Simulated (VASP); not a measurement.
# KCl: kinetic-energy density

KCl, Fm-3m (no. 225), 2 atoms in the cell. PBE; PAW potentials K_sv, Cl (PBE set).

## Input

INCAR:
```
SYSTEM = KCl
ALGO     = Normal         ! electronic algorithm
EDIFF    = 1E-7           ! SCF threshold, eV
ENCUT    = 520            ! plane-wave cutoff, eV
ISIF     = 2              ! what is computed and relaxed
ISMEAR   = 0              ! smearing method
LASPH    = .TRUE.         ! aspherical terms in the spheres
LCHARG   = .TRUE.         ! write CHGCAR
LREAL    = .FALSE.        ! projectors in reciprocal space
LTAU     = .TRUE.       
LWAVE    = .FALSE.        ! write WAVECAR
NELM     = 100            ! most SCF steps
PREC     = Accurate       ! precision mode
SIGMA    = 0.02           ! smearing width, eV
```

KPOINTS:
```
k-points
0
Gamma
  6 6 6
```

POSCAR:
```
KCl
1.0
    0.0000000000      3.1464700000      3.1464700000
    3.1464700000      0.0000000000      3.1464700000
    3.1464700000      3.1464700000      0.0000000000
K Cl
1 1
Direct
    0.0000000000      0.0000000000      0.0000000000
    0.5000000000      0.5000000000      0.5000000000
```

Commands:
```
cat potpaw_PBE.64/K_sv/POTCAR potpaw_PBE.64/Cl/POTCAR > POTCAR
mpirun -np 1 vasp_std > vasp.out
```

## Result

- Kinetic energy of the pseudo orbitals (eV): 354.12

VASP 6.6.1 took 12 s on 1 core (Intel Xeon Platinum 8488C (Sapphire Rapids)), a shared host.
